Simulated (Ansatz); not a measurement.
# SiC (Moissanite) (P6_3mc) in Ansatz: a series of runs, part 2 of 2

Ansatz 0.2.0. The steps go on from the part before.

## 4. Single point, HSE06 form with a typed share of exact exchange

The input, input:

```
crystal:
  lattice:
    - [3.076, 0.0, 0.0]
    - [-1.538, 2.663894142, 0.0]
    - [0.0, 0.0, 5.048]
  atoms:
    - { symbol: Si, position: [0.6666666667, 0.3333333333, 0.5] }
    - { symbol: Si, position: [0.3333333333, 0.6666666667, 0.0] }
    - { symbol: C, position: [0.6666666667, 0.3333333333, 0.885] }
    - { symbol: C, position: [0.3333333333, 0.6666666667, 0.385] }
hamiltonian:
  xc:
    exchange: pbe
    correlation: pbe
    exx: { coeff: 0.25, omega: 0.15 }
  pseudopotentials: { kind: paw }
kpoints:
  mp_grid: { grid: [5, 5, 3] }
scf:
  occupations: { method: fermi_dirac, width: 0.05 }
output:
  forces: true
  stress: true
  eigenvalues: true
```

Potentials or basis: Ansatz PAW.

Log:

```text
Warning: output.stress: scf.convergence.dr2_threshold = 1e-7 eV (the SCF's general default) is looser than the 4e-10 eV advised for a printed stress (1e-10 eV for each atom of the cell: 4). What an SCF threshold leaves in a stress goes as its square root, and in the free energy as the threshold itself, and one threshold admits the most on a small cell: of the crystals measured, under no hybrid functional and no lock of the moments, on runs that ended without the residual-converged pass, on stresses that held no estimate of that error, the worst erred by over 100 MPa in a component at 1e-7 eV an atom and by under 5 at 1e-10. Set scf.convergence.dr2_threshold to 4e-10 eV or tighter. The threshold is an SCF's pass mark: one that does not reach it within its budget of iterations ends unconverged, or closes short of it on a stop that the run arms, and scf.convergence.dr2_threshold's page says what that costs each kind of run
Warning: output.stress: scf.exx.energy_threshold = 1e-6 eV is looser than the 4e-8 eV advised for a stress under a hybrid functional (1e-8 eV for each atom of the cell: 4). Every SCF of the exchange loop can meet its threshold on dr2 while the loop round them stops early: no threshold on dr2 bounds what that leaves in the stress. Set scf.exx.energy_threshold to 4e-8 eV or tighter. The threshold is the loop's pass mark: a loop that does not reach it within its budget of cycles ends unconverged, and scf.exx.energy_threshold's page has the law
exact exchange: scf.exx.singularity resolves to wigner_seitz, which cuts the screened interaction at the faces of the exchange supercell's Wigner-Seitz cell, so that each pair interacts once, at the shortest of its separations (the periodic images that this leaves out come, for a point-like exchange hole, to about 0.002 eV on a filled level). The cut falls within the interaction's reach, and what an exchange supercell this small leaves in the energy, the band gaps and, where it is computed, the pressure is not bounded here. The exchange supercell (the smallest cell that an SCF of this deck is solved on times the 5×5×3 mesh of the exchange sum) has its nearest image at L = 15.14 Å, 2.27 times the interaction's range 1/ω = 6.67 Å. A denser mesh of the exchange sum (kpoints.mp_grid; where a k-mesh is refused, the cell repeated along its short axes), shrinks what is left. The k-mesh (kpoints.mp_grid) can leave an error of its own, as it does under a semilocal functional: two runs of this structure under PBE, one on that k-mesh and one on a denser one or on the cell repeated (per cell), show about how large it is in the energy; in a metal the hybrid's can be larger than they show. Converge the k-mesh under the hybrid itself. See scf.exx.q_mesh
GPUs: using 1 of 1 available (devices: 1).
Engine: ansatz 0.2.0, x86_64-unknown-linux-gnu
Pseudopotentials: kind: paw
Pseudopotential: Si, paw, valence charge 4, recommended cutoff 420 eV (normal), Si.paw.azcp
Pseudopotential: C, paw, valence charge 4, recommended cutoff 420 eV (normal), C.paw.azcp
Functional definition: unnamed
  parameter a_1 = 0.25
  parameter omega_1 = 0.15/angstrom
  exchange = pbe_x + (-a_1)*pbe_x_sr(omega_1) + a_1*exact_x_sr(omega_1)
  correlation = pbe_c
device memory: the entry about to start is reckoned to put 0.6 GiB on a device that reports 78.6 GiB free (of which the cap on the GPU budget leaves the run 18.0 GiB)
GPU FFT provider: cuFFT
GPU libraries: cuBLAS 13.8.2, cuFFT 12.4.0, cuSOLVER 12.3.4
Crystal: 4 atoms, lattice volume = 41.364 Å³
Basis set: ecut = 420 eV, 785 PW (Γ), exchange–correlation on 48×48×72 points (8 copies of the dense FFT grid, shifted against one another)
Bands: 12, of which v1, the nominal top of the filled ones, is band 8 counted from 1 (7 counted from 0)
Symmetry: 12 space group operations
Space group: P63mc (ITA 186), of the structure as read, at distance tolerance 3.5e-5 Å
k-points: 10 of 75 (time reversal used)
Non-local potential: Si, projectors of the file, l = 0: 2, l = 1: 2, l = 2: 2
Non-local potential: C, projectors of the file, l = 0: 2, l = 1: 2, l = 2: 1
PAW form: soft (Blöchl's): semilocal exchange-correlation on the pseudo side does not see the compensation charge
PAW frozen core: Si, regenerated for the run's functional, and the local potential with it (the file was generated under x = pbe(κ = 0.804, μ = 0.2195149727645171), c = pbe(β = 0.06672455060314922))
PAW frozen core: C, regenerated for the run's functional, and the local potential with it (the file was generated under x = pbe(κ = 0.804, μ = 0.2195149727645171), c = pbe(β = 0.06672455060314922))
PAW one-centre angular grid: Si, 110 points (default); XC on 64 Gauss nodes
PAW one-centre angular grid: C, 110 points (default); XC on 64 Gauss nodes
Initial density: superposition of atomic densities (neutral atoms: chi_scale 0, normalization atom), corrected by the library's trained network
Initial wavefunctions: pseudopotential atomic-orbital guess
GPU buffer pool allocated for 20736 grid points (all kernels)
GPU transforms: local potential and band sums: pruned to the plane-wave sphere, on 24×24×36
Functional: x = pbe(κ = 0.804, μ = 0.2195149727645171), c = pbe(β = 0.06672455060314922), warm-up for x = pbe(κ = 0.804, μ = 0.2195149727645171) + 0.25 (exact − pbe) at short range (hse, ω = 0.15 Å⁻¹), c = pbe(β = 0.06672455060314922)
SCF iter   1: F=—  HF=-1774.216698 eV  |F-HF|=—  |Δ(HF+E_count)|=         —  Δρ=1.61e-3  dr2=8.03e-4  ethr=1.77e-3  ⟨swp⟩=9.0  Hψ=651  notcnv=0
preconditioner: auto → none  [insulator: Δε(μ)=2.795 eV  Ē_g=11.919 eV  σ=0.050 eV  W_gap=1.00  n_scr=2 (ndim 8)  ℏωp=23.1 eV  f_vac=0.000  D(μ)=0.00/eV (n_scr^D=0)]
[... 23 lines left out ...]
hybrid outer 1: dexx = +5.948e-3 eV, tail = 6.03e-6 eV
GPU FFT provider: cuFFT
GPU libraries: cuBLAS 13.8.2, cuFFT 12.4.0, cuSOLVER 12.3.4
GPU buffer pool allocated for 20736 grid points (all kernels)
GPU transforms: local potential and band sums: pruned to the plane-wave sphere, on 24×24×36
Exchange kernel: α = 0.2500, screened, ω = 0.1500 Å⁻¹, Wigner–Seitz truncation, v(0) = 1795.4101 eV·Å³, q-mesh 5×5×3, nearest image of the exchange supercell L = 15.14 Å, pair-density grid 15×15×24, without the augmentation charges, whose exchange is taken in its separable form by FFT convolution over the k-point mesh (sized by the pseudopotential files, 18×18×36 at the most), smooth part of the exact exchange by density-matrix convolution in up to 862.9 MiB of GPU memory as planned if the GPU has room (build and FFT work areas not counted)
Frozen-core exchange: fock
SCF iter   1: F=—  HF=-1775.557173 eV  |F-HF|=—  |Δ(HF+E_count)|=         —  Δρ=1.69e-5  dr2=4.61e-8  ethr=1.88e-7  ⟨swp⟩=5.5  Hψ=327  notcnv=0
preconditioner: auto → none  [insulator: Δε(μ)=3.924 eV  Ē_g=13.902 eV  σ=0.050 eV  W_gap=1.00  n_scr=2 (ndim 8)  ℏωp=23.1 eV  f_vac=0.000  D(μ)=0.00/eV (n_scr^D=0)]
SCF iter   2: F=—  HF=-1775.557173 eV  |F-HF|=—  |Δ(HF+E_count)|=   4.95e-8  Δρ=8.35e-6  dr2=8.40e-9  ethr=2.66e-10  ⟨swp⟩=4.7  Hψ=325  notcnv=0  defer=2
SCF iter   3: F=-1775.557173 eV  HF=-1775.557173 eV  |F-HF|=1.25e-9  |Δ(HF+E_count)|=   3.72e-9  Δρ=4.09e-6  dr2=1.73e-9  ethr=4.53e-11  ⟨swp⟩=3.8  Hψ=256  notcnv=0  defer=3
SCF 3 converged in 3 iterations: F = -1775.557173 eV  dr2 = 1.73e-9
  Residual-converged pass: ⟨swp⟩=3.1  Hψ=279  notcnv=0  max |occ|·‖R‖ = 6.0e-7 eV (tolerance 6.3e-7 eV)  dr2=1.73e-9  dr2_onsite=1.41e-10  max |Δocc| = 0.0e0
hybrid outer 2: dexx = +5.043e-8 eV, tail = 4.96e-9 eV, Δε = 7.65e-4 eV (about 2.54e-5 eV left of the loop's levels), ΔF = 4.69e-4 eV/Å (tail 1.57e-4)
hybrid SCF converged: 2 outer / 9 inner (+2 warm-up), last move |dexx| = 5.04e-8 eV, tail = 4.96e-9 eV
Stability not checked: this state was not tested for a lower state beside it, because the functional holds exact exchange (a hybrid, or Hartree-Fock), whose exchange loop this test does not read (fock_operator; see scf.lower_state_search)
Free energy (F): -1775.557174 eV
Frozen-core exchange: fock
Harris-Foulkes:  -1775.557174 eV  (|F-HF|=1.25e-9)
Internal energy: -1775.557174 eV  (E = F + TS)
E sigma→0 (E₀):  -1775.557174 eV
Fermi energy:    11.052073 eV
--- Per-component energies (eV) ---
  E_band       = 36.671659
  E_kinetic    = 271.918776
  E_local      = -208.960572  (includes V_loc(G=0)·N_el)
  E_nonlocal   = 101.000513
  E_hartree    = 65.481218
  E_xc         = -169.475688
  E_vxc        = -175.080775  (∫ρ·V_xc dr)
  E_exx        = -32.216770  (= α·E_x^exact, valence–valence)
  E_paw        = -1234.580233  (= ΣΔE_a)
  E_vpaw       = -18.735028  (= ΣTr[D̂ρ^β])
  E_aug_tail   = 0.000027  (compensation charges beyond the density's cutoff)
  E_ewald      = -568.570884
  E_core_change = -0.153558  (= ΣΔE_core)
  E_smearing   = -0.000000  (= −TS)
  E_closure    = -0.000001  (closes the sum)
  Σ components = -1775.557174   (vs F -1775.557174, Δ=2.27e-13)
--- Forces (eV/Å), atoms counted from 1 ---
  atom   1  Si    -0.00000000     0.00000000     0.76201202
  atom   2  Si    -0.00000000    -0.00000000     0.76201202
  atom   3  C     -0.00000000     0.00000000    -0.76203240
  atom   4  C      0.00000000    -0.00000000    -0.76203240
  max |Σ_I F_I| component: 4.08e-5 eV/Å
--- Stress (GPa, compression-positive) ---
        0.573479       0.000000       0.000000
        0.000000       0.573479       0.000000
        0.000000       0.000000      -4.505534
  P = ⅓ Tr σ = -1.1195 GPa (-11.195 kbar)
--- Band table (eV; the first three rows and the last of 10) ---
  k-point 0: bands = ["-8.2442", "-4.4633", "-0.4380", "7.3936", "7.3936", "8.8143", "8.8143", "9.1422", "15.0755", "16.5620", "17.0209", "17.0209"]
  k-point 1: bands = ["-7.6618", "-6.0227", "2.1152", "6.4077", "7.7074", "7.7074", "8.4130", "8.4130", "15.5984", "17.0153", "17.2749", "17.2749"]
  k-point 2: bands = ["-7.4966", "-3.8383", "0.2550", "4.3367", "6.4246", "6.5102", "8.3474", "8.5404", "14.7484", "16.9094", "17.4121", "18.1578"]
  k-point 9: bands = ["-3.7407", "-3.0559", "0.0927", "0.8207", "3.1793", "4.5218", "6.0089", "7.0116", "14.1779", "15.9680", "16.4786", "16.8650"]
```

It took 5.4 s on 1 × NVIDIA H100 80GB HBM3 with 2 threads of AMD EPYC 7R13 (Zen 3), shared host; peak memory 1.4 GiB.

Results:

| Item | Value |
| --- | --- |
| Free energy | -1775.5572 eV |
| Pressure | -1.1 GPa |
| Largest force | 0.762 eV/Å |
| Band gap on the k mesh | 3.92 eV, indirect (least direct gap 5.47 eV) |

Forces in eV/Å, atoms in the order of the input:
```
Si   0.000  0.000  0.762
Si   0.000  0.000  0.762
C    0.000  0.000 -0.762
C    0.000  0.000 -0.762
```

Caveat: the k mesh is coarse (spacing up to 0.47 Å⁻¹), so the values aren't converged, least of all with exact exchange; odd divisions of the mesh miss points on the zone boundary, where band edges often lie, so the gap on the mesh can be too wide; the PAW data sets come from PBE, with cores solved anew for the run's functional, which leaves a small shift of forces and pressure; the thresholds are loose for stress. A k mesh can miss the band edges.

## 5. Single point, HSE06 form with a typed share of exact exchange

input: that of step 4 with these lines changed.

```diff
@@ -11,6 +11,3 @@
 hamiltonian:
-  xc:
-    exchange: pbe
-    correlation: pbe
-    exx: { coeff: 0.25, omega: 0.15 }
+  xc: { exchange: pbe, correlation: pbe, exx: { coeff: 0.25, omega: 0.2 } }
   pseudopotentials: { kind: paw }
```

Run time: 5 s. Hardware: 1 × NVIDIA H100 80GB HBM3 with 2 threads of AMD EPYC 7R13 (Zen 3), shared host; peak memory 1.4 GiB.

Results (log left out):

- Free energy: -1775.5103 eV
- Pressure: -1.0 GPa
- Largest force: 0.761 eV/Å
- Band gap on the k mesh: 3.78 eV, indirect (least direct gap 5.32 eV)

Forces in eV/Å, atoms in the order of the input:
```
Si   0.000  0.000  0.761
Si   0.000  0.000  0.761
C    0.000  0.000 -0.761
C    0.000  0.000 -0.761
```

Stress tensor (GPa, compression positive):
```
 0.69  0.00  0.00
 0.00  0.69  0.00
 0.00  0.00 -4.38
```

Levels at points of the mesh, in eV from the valence-band top:
| k point | band 5 | band 6 | band 7 | band 8 | band 9 | band 10 | band 11 | band 12 |
| --- | --- | --- | --- | --- | --- | --- | --- | --- |
| (0.00, 0.00, 0.00) | -1.74 | -0.32 | -0.32 | 0.00 | 5.78 | 7.27 | 7.72 | 7.72 |

Caveat: the k mesh is coarse (spacing up to 0.47 Å⁻¹), so the values aren't converged, least of all with exact exchange; odd divisions of the mesh miss points on the zone boundary, where band edges often lie, so the gap on the mesh can be too wide; the PAW data sets come from PBE, with cores solved anew for the run's functional, which leaves a small shift of forces and pressure; the thresholds are loose for stress. A k mesh can miss the band edges.

## 6. Single point, HSE06 form with a typed share of exact exchange

input: that of step 5 with these lines changed.

```diff
@@ -11,3 +11,3 @@
 hamiltonian:
-  xc: { exchange: pbe, correlation: pbe, exx: { coeff: 0.25, omega: 0.2 } }
+  xc: { exchange: pbe, correlation: pbe, exx: { coeff: 0.25, omega: 0.3 } }
   pseudopotentials: { kind: paw }
@@ -21 +21,5 @@
   eigenvalues: true
+  write_density: true
+  write_potential: true
+  elf: true
+  volumetric_format: npy
```

Potentials or basis: Ansatz PAW.

Run time: 4.4 s. Hardware: 1 × NVIDIA H100 80GB HBM3 with 2 threads of AMD EPYC 7R13 (Zen 3), shared host; peak memory 1.4 GiB.

It converged, with:

| Quantity | Value |
| --- | --- |
| Free energy | -1775.4009 eV |
| Pressure | -0.7 GPa |
| Largest force | 0.757 eV/Å |
| Band gap on the k mesh | 3.55 eV, indirect (least direct gap 5.08 eV) |

Forces in eV/Å, atoms in the order of the input:
```
Si   0.000  0.000  0.757
Si   0.000  0.000  0.757
C    0.000  0.000 -0.757
C    0.000  0.000 -0.757
```

Stress tensor (GPa, compression positive):
```
 1.02  0.00  0.00
 0.00  1.02  0.00
 0.00  0.00 -4.03
```

Levels at points of the mesh, in eV from the valence-band top:
| k point | band 4 | band 5 | band 6 | band 7 | band 8 | band 9 | band 10 | band 11 | band 12 |
| --- | --- | --- | --- | --- | --- | --- | --- | --- | --- |
| (0.00, 0.00, 0.00) | -1.73 | -1.73 | -0.32 | -0.32 | 0.00 | 5.53 | 7.02 | 7.47 | 7.47 |

Caveat: the k mesh is coarse (spacing up to 0.47 Å⁻¹), so the values aren't converged, least of all with exact exchange; odd divisions of the mesh miss points on the zone boundary, where band edges often lie, so the gap on the mesh can be too wide; the PAW data sets come from PBE, with cores solved anew for the run's functional, which leaves a small shift of forces and pressure; the thresholds are loose for stress. A k mesh can miss the band edges.

## 7. The runs side by side

| screening (1/Å) | share of exact exchange | gap on the mesh (eV) | pressure (GPa) | largest force (eV/Å) |
| --- | --- | --- | --- | --- |
| 0.2 | 0.5 | 4.81 | -5.4 | 0.78 |
| 0.1 | 0.25 | 4.09 | -1.2 | 0.76 |
| 0.15 | 0.25 | 3.92 | -1.1 | 0.76 |
| 0.2 | 0.25 | 3.78 | -1.0 | 0.76 |
| 0.3 | 0.25 | 3.55 | -0.7 | 0.76 |

Alike in all rows: task single point; level HSE06 form with a typed share of exact exchange; potentials or basis Ansatz PAW; no spin polarisation; cell as given; k mesh 5 × 5 × 3; cutoff (eV) 420; smearing fermi-dirac 0.05 eV; the mesh is coarse, so values aren't converged.

Caveats: all runs use coarse meshes; odd divisions of the mesh miss points on the zone boundary, where band edges often lie, so the gap on the mesh can be too wide; the PAW data sets come from PBE, with cores solved anew for the run's functional, which leaves a small shift of forces and pressure; the thresholds are loose for stress.

Total energies depend on the potentials used, so only differences within one code and one set of settings carry meaning.
